The pressure of a crystal, calculated at a fixed cell, tells how strongly the electrons and nuclei push against the cell walls. It's the negative derivative of the energy with respect to volume. A positive value means that the functional prefers a larger cell, a negative one that it prefers a smaller cell. Each metal below was computed in one given cell at two levels: PBE, a gradient-corrected functional, and r2SCAN50, a dearer one in which half of the exchange is exact exchange.

The step from PBE to r2SCAN50 lowers the pressure in every row, but by very different amounts. For Ru, Rh and Ir it takes off 20 to 35 GPa, for W about 12 GPa, and for the other metals less than 4 GPa. A simple rule reproduces the main part of this pattern from the PBE pressure, the bulk modulus and one fraction for each of two groups of metals.

Pressures of elemental metals in their given cells from Kohn–Sham DFT with PBE and r2SCAN50, run in the programs named in the rows; static lattice, no spin polarisation, spin–orbit coupling or Hubbard U. Pressure is positive in compression, and Ansatz values leave out the Pulay correction. The smearing widths include those of runs at levels not printed.

```
crystal  distinct smearing widths among the runs behind the row (eV)  space group  volume (Å³/atom)  shortest distance (Å)  pressure, PBE (GPa)  pressure, r2SCAN50 (GPa)  programs and k-meshes, in the order of the levels  r2SCAN50 less PBE (GPa)
     Ti                                 0.05 / 0.049998 / 0.02 / 0.1        Im-3m             17.68                   2.84               -2.340                    -4.360                     ABACUS 11x11x11 / Ansatz 6x6x6                    -2.02
     Ti                                      0.05 / 0.049998 / 0.028     P6_3/mmc             17.64                   2.89               -1.440                    -4.930                      Ansatz 10x10x6 / Ansatz 5x5x3                    -3.49
     Al                                       0.05 / 0.049998 / 0.01        Fm-3m             16.60                   2.86               -0.570                    -2.660                     Ansatz 11x11x11 / Ansatz 6x6x6                    -2.09
     Sn                                        0.05 / 0.049998 / 0.1     I4_1/amd             27.65                   3.05                1.470                    -2.410                        ABACUS 9x9x9 / Ansatz 5x5x5                    -3.88
     Ta                                              0.05 / 0.049998        Im-3m             18.01                   2.86                2.330                     1.520                       GPAW 11x11x11 / Ansatz 6x6x6                    -0.81
     Ru                                          0.05 / 0.15 / 0.015     P6_3/mmc             13.57                   2.65                3.570                   -24.420                        GPAW 11x11x6 / Ansatz 6x6x3                   -27.99
      W                                                 0.05 / 0.025        Im-3m             15.85                   2.74                5.960                    -5.830                     Ansatz 12x12x12 / Ansatz 6x6x6                   -11.79
     Cu                                                   0.05 / 0.1     P6_3/mmc             11.44                   2.52                7.200                     6.910                      Ansatz 12x12x7 / Ansatz 6x6x4                    -0.29
     Rh                                                   0.1 / 0.05        Fm-3m             13.67                   2.68                9.210                   -13.320                       GPAW 12x12x12 / Ansatz 6x6x6                   -22.53
     Ir                                0.049998 / 0.05 / 0.02 / 0.15        Fm-3m             14.06                   2.71               15.960                   -17.080                        ABINIT 5x5x5 / Ansatz 6x6x6                   -33.04
```

**The picture behind the rule.** A crystal near its preferred volume behaves like a spring near its rest length. Two functionals amount to two springs of similar stiffness but different rest length, held at the same length. They then pull with different force, and the difference is the stiffness times the mismatch of the rest lengths. A stiff metal thus turns a small disagreement about volume into a large disagreement about pressure.

In symbols, with $V$ the volume of the given cell, $V_0$ the volume that a functional prefers and $B$ the bulk modulus, $P \approx B\ln(V_0/V)$. Subtracting this expression for the two functionals removes $V$ and leaves

$$P_{\mathrm{r2SCAN50}} \approx P_{\mathrm{PBE}} - fB,$$

where $f$ is roughly the fraction by which r2SCAN50 prefers the smaller volume. Since $V$ has dropped out, theory suggests that much the same correction serves for the same metal in a slightly larger or smaller cell.

The fraction $f$ has to come from the table. A least-squares fit to all ten rows, with rough recalled bulk moduli and one fraction for each of two groups, gives about 9 % for Ru, Rh and Ir and about 2.5 % for the rest. The groups were chosen after seeing the results, so they summarise these metals and don't predict them.

**Titanium and aluminium.** In the first three rows the rule subtracts 2 to 3 GPa and lands within 1 GPa of the computed values. The two forms of Ti differ in their shift by about 1.5 GPa. That is too little to interpret, because the bcc row takes its two pressures from different programs.

**Tin and tantalum.** These two rows show why a shift in pressure shouldn't be read as a shift in volume. Tin loses only 4 GPa, but it is so soft that this equals 7 % of its bulk modulus, not far from the fraction found for Rh, though part of it may come from the change of program in this row. Tantalum is more than three times as stiff and loses less than 1 GPa, a shift too small to be resolved between the two programs of its row. The rule subtracts too little for tin and too much for tantalum, and gives both pressures the wrong sign.

**Ruthenium and tungsten.** Both metals have a bulk modulus near 310 GPa, yet Ru drops by 28 GPa and W by 12 GPa. Stiffness alone therefore can't set the shift, and the fraction $f$ must depend on the metal. For W the rule gives

$$5.96 - 0.025 \times 310 \approx -1.8\ \text{GPa}.$$

The computed value is −5.8 GPa. The sign is right, but the miss of 4 GPa is the largest in the table, even though W took part in the fit.

**Copper.** The shift of 0.3 GPa is too small to interpret, since the two runs behind it differ in k mesh. The pressure itself also depends on the program: two others put the PBE value of this same cell at 7.4 and 8.9 GPa, against 7.2 GPa in the table. The rule subtracts 3.5 GPa and makes the estimate worse than PBE left alone.

**Rhodium and iridium.** Here the correction is larger than the PBE pressure itself and turns compression into tension. For Rh, with a bulk modulus of about 270 GPa,

$$9.2 - 0.09 \times 270 \approx -15.1\ \text{GPa},$$

against a computed −13.3 GPa. Rh was part of the fit as well. A shift of 9 % in volume corresponds to about 3 % in the edge of the cell, which is a large disagreement between two functionals.

Runs with r2SCAN, the same functional without exact exchange, show where the drop arises. For Ir the pressure falls by about 10 GPa from PBE to r2SCAN and by a further 23 GPa when half of the exchange is made exact. Rh and Ru also take the larger part of their drop in the second step. The runs at the three levels differ in program or k mesh, so the split is approximate.

Why exact exchange acts so strongly on these three metals is not settled by the numbers. One possible cause is that it pushes filled and empty levels apart, which widens a partly filled d band and may strengthen the bonds that hold the atoms together. The full d shell of Cu would then explain its small response. Tantalum, however, also has a partly filled d band and hardly reacts, so this can be at most part of the answer. Nor should the trend be carried on to Hartree–Fock, in which all exchange is exact: correlation is missing there, and its absence is expected to raise the pressure.

**How far to trust the estimate.** Over the ten rows the rule misses the r2SCAN50 pressure by 2.3 GPa (root mean square), whereas the unchanged PBE pressure misses it by 16 GPa. The same rows set the two fractions, and if each row is left out of the fit in turn, the miss rises to 3.4 GPa. Almost all of the gain over PBE comes from Ru, Rh, Ir and W. For the other six rows the rule does hardly better than PBE left as it is: their shifts don't grow with the bulk modulus, and the smaller fraction rests mainly on W. In practice, subtract 9 % of the bulk modulus for Ru, Rh and Ir. For W subtract 2.5 %, which still leaves a miss of 4 GPa. For Ti, Al, Sn, Ta and Cu keep the PBE value with an uncertainty of a few GPa. The analysis printed after this text gives the estimate for each row.

Three limits bear most on the large corrections. Exact exchange converges slowly with the k mesh in metals, and the r2SCAN50 runs used coarse meshes. For Ir the mesh of the PBE run is coarse as well. Some of the 9 % may therefore belong to the meshes. Ru, Rh and Ir also change program between the two levels, which typically moves a pressure by about 1 GPa and sometimes by more than 3 GPa; that is far less than their shifts, but it blurs the fraction. All runs also exclude magnetism, while functionals with much exact exchange can wrongly favour a magnetic state in metals such as Rh. The rule thus estimates the r2SCAN50 pressure of the non-magnetic state, which need not be the lowest state of that functional.

Output of the analysis:

```
fit of e on 10 rows: coefficient of Blate -0.08926 +/- 0.0047, coefficient of Brest -0.02613 +/- 0.006; rms 2.29, worst Ta -4.15, leave-one-out rms 3.38
Hand rule for the r2SCAN50 pressure:
  row  rough bulk modulus (GPa)  computed shift / modulus (%)  amount subtracted (GPa)  estimate (GPa)  estimate less computed (GPa)
   Ti                       110                        -1.836                     2.75           -5.09                         -0.73
   Ti                       110                        -3.173                     2.75           -4.19                          0.74
   Al                        76                         -2.75                      1.9           -2.47                          0.19
   Sn                        56                        -6.929                      1.4            0.07                          2.48
   Ta                       190                       -0.4263                     4.75           -2.42                         -3.94
   Ru                       310                        -9.029                     27.9          -24.33                          0.09
    W                       310                        -3.803                     7.75           -1.79                          4.04
   Cu                       140                       -0.2071                      3.5             3.7                         -3.21
   Rh                       270                        -8.344                     24.3          -15.09                         -1.77
   Ir                       360                        -9.178                     32.4          -16.44                          0.64
Rms miss of the hand rule, all rows (GPa): 2.301
Largest miss of the hand rule, all rows (GPa): 4.04
Rms miss if the PBE pressure is left unchanged, all rows (GPa): 15.99
Rms miss with one fraction of the modulus for all rows (GPa): 7.126
Rms miss with one fixed drop per class, no modulus (GPa): 3.819
Rms miss of the hand rule, rows other than Ru Rh Ir W (GPa): 2.349
Rms miss of unchanged PBE, rows other than Ru Rh Ir W (GPa): 2.464
Ru, PBE to r2SCAN (GPa): -3.675
Ru, r2SCAN to r2SCAN50 (GPa): -24.32
Rh, PBE to r2SCAN (GPa): -7.468
Rh, r2SCAN to r2SCAN50 (GPa): -15.06
Ir, PBE to r2SCAN (GPa): -10.37
Ir, r2SCAN to r2SCAN50 (GPa): -22.67
hcp Ti, PBE to r2SCAN (GPa): -1.428
hcp Ti, r2SCAN to r2SCAN50 (GPa): -2.062
```
